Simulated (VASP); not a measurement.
Set up this calculation in VASP 6.6.1, as the native input.

| Quantity | Value |
| --- | --- |
| Task | single point |
| Functional | PBEsol |
| Potentials or basis | VASP PAW PBE potentials, release 64 (Cs_sv, I) |
| Cutoff | 520 eV |
| k mesh | 4 × 4 × 4 |
| Occupations | gaussian, width 0.1 eV |
| Spin | no spin polarisation |
| Dipole correction | no |
| Further INCAR settings | ALGO = Normal; EDIFF = 1e-06; NBANDS = 15 |

The structure of CsI lies in POSCAR:

```
CsI
1.0
    4.5667000000      0.0000000000      0.0000000000
    0.0000000000      4.5667000000      0.0000000000
    0.0000000000      0.0000000000      4.5667000000
Cs I
1 1
Direct
    0.0000000000      0.0000000000      0.0000000000
    0.5000000000      0.5000000000      0.5000000000
```

One way to write it, as run:

INCAR

```
SYSTEM = CsI
  PREC = Accurate
  ENCUT = 520
  EDIFF = 1E-6
  ISMEAR = 0
  SIGMA = 0.1
  LREAL = .False.
  LASPH = .True.
  NELM = 80
  ALGO = Normal
  ISIF = 2
  LWAVE = .False.
  LCHARG = .True.
  GGA = PS
  LELF = .True.
  LVHAR = .True.
  NBANDS = 15
```

KPOINTS

```
regular mesh
0
Gamma
  4 4 4
  0 0 0
```

Potentials or basis: VASP PAW PBE potentials, release 64 (Cs_sv, I).

Run with:

```console
$ cat potpaw_PBE.64/Cs_sv/POTCAR potpaw_PBE.64/I/POTCAR > POTCAR
$ mpirun -np 1 vasp_std > vasp.out
```

It gave:

The pressure is -0.4 GPa. The band gap on the k mesh is 3.70 eV, indirect (least direct gap 3.79 eV).

Caveat: the PAW data sets were made with another functional, which shifts forces and pressure a little; spin-orbit coupling is left out, which moves the levels of the heavy elements.

Wall time 9.1 s on 1 thread of AMD EPYC 9R45 (Zen 5), on a shared host, peak memory 0.17 GiB.
